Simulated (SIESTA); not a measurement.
The system is SnO2 (Cassiterite).

```
Sn O
1.0
     4.73800    0.00000    0.00000
     0.00000    4.73800    0.00000
     0.00000    0.00000    3.18650
Sn O
2 4
Direct
  0.50000 0.50000 0.50000
  0.00000 0.00000 0.00000
  0.80710 0.19290 0.50000
  0.69290 0.69290 0.00000
  0.19290 0.80710 0.50000
  0.30710 0.30710 0.00000
```

| Property | Result |
| --- | --- |
| Program | SIESTA 5.4.2 |
| Task | relaxation of cell and atoms |
| Functional | PBE |
| Potentials or basis | PseudoDojo 0.4 standard (PBE files) |
| Basis | TZDP (energy shift 0.003 Ry; two zetas on semicore shells) |
| Grid cutoff | 800 Ry |
| Energy shift | 0.003 Ry |
| k mesh | 4 × 4 × 6 |
| Occupations | fermi-dirac, width 0.05 eV |
| Spin | no spin polarisation |

At the start: pressure 16.0 GPa; volume 11.92 Å³/atom.

Q: Where does the relaxation end?

A: Over 9 steps the energy falls by 42.3 meV/atom and the volume is 12.82 Å³/atom (+7.6 %); space group P4_2/mnm (No. 136, to 0.05 Å).

Step by step:
```
step  energy change (eV)  largest force (eV/Å)  pressure (GPa)  volume (Å³)
   1              0.0000                0.3110           15.99        71.53
   2             -0.1148                0.0612           11.37        72.80
   3             -0.2348                0.1466            3.58        75.40
   4             -0.2527                0.0609           -0.35        77.02
   5             -0.2513                0.0103           -1.09        77.38
   6             -0.2466                0.0041           -1.97        77.79
   7             -0.2537                0.0035            0.12        76.88
   8             -0.2537                0.0002            0.17        76.87
   9             -0.2537                0.0002            0.00        76.95
```

Final structure:
```
Sn O
1.0
     4.85163    0.00000    0.00000
     0.00000    4.85163    0.00000
     0.00000    0.00000    3.26893
Sn O
2 4
Direct
  0.50000 0.50000 0.50000
  0.00000 0.00000 0.00000
  0.80694 0.19306 0.50000
  0.69306 0.69306 0.00000
  0.19306 0.80694 0.50000
  0.30694 0.30694 0.00000
```

Caveat: the basis of atomic orbitals isn't converged, which shifts pressures, moduli and gaps.
